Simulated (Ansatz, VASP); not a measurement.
**Two plane-wave programs on HC4**

```
CELL_PARAMETERS angstrom
5.03500 0.00000 0.00000
0.00000 2.51750 0.00000
0.00000 0.00000 19.73290
ATOMIC_POSITIONS crystal
C 0.50000 0.50000 0.23577
C 0.00000 0.50000 0.23577
C 0.50000 0.00000 0.28087
C 0.00000 0.00000 0.28087
C 0.75000 0.00000 0.32598
C 0.25000 0.00000 0.32598
C 0.75000 0.50000 0.37109
C 0.25000 0.50000 0.37109
C 0.99853 0.50000 0.42445
C 0.50069 0.50000 0.41800
C 0.99861 0.00000 0.47566
C 0.50205 0.00000 0.46390
C 0.26795 0.00000 0.51921
C 0.72761 0.00000 0.52206
C 0.36073 0.50000 0.55731
C 0.63706 0.50000 0.56436
H 0.64291 0.50000 0.19825
H 0.35709 0.50000 0.19825
H 0.14236 0.50000 0.19806
H 0.85764 0.50000 0.19806
```

Alike in both runs: functional r2SCAN; k mesh 5 × 10 × 1; occupations gaussian, width 0.05 eV; no spin polarisation.

Ansatz relaxed the structure, and its values are those at the end. VASP's run is a single point on that final structure, the one shown.

|  | VASP | Ansatz |
| --- | --- | --- |
| version | VASP 6.6.1 | Ansatz 0.2.0 |
| potentials or method | VASP PAW PBE potentials, release 64 (C, H) | scalar-relativistic, plane waves, PAW |
| plane-wave cutoff (eV) | 520 | 500 |
| valence electrons in the cell | 68 | 68 |

Ansatz gave:

* gap on the k mesh at the Fermi level (eV): 1.15
* least direct gap on the mesh (eV): 1.65
* rms of the force components (eV/Å): 0.899

Problem. Which values does VASP return?

Solution. gap on the k mesh at the Fermi level (eV): 1.14; least direct gap on the mesh (eV): 1.63; rms of the force components (eV/Å): 0.899.

Caveats: the PAW data sets were made with another functional, which shifts forces and pressure a little (VASP).
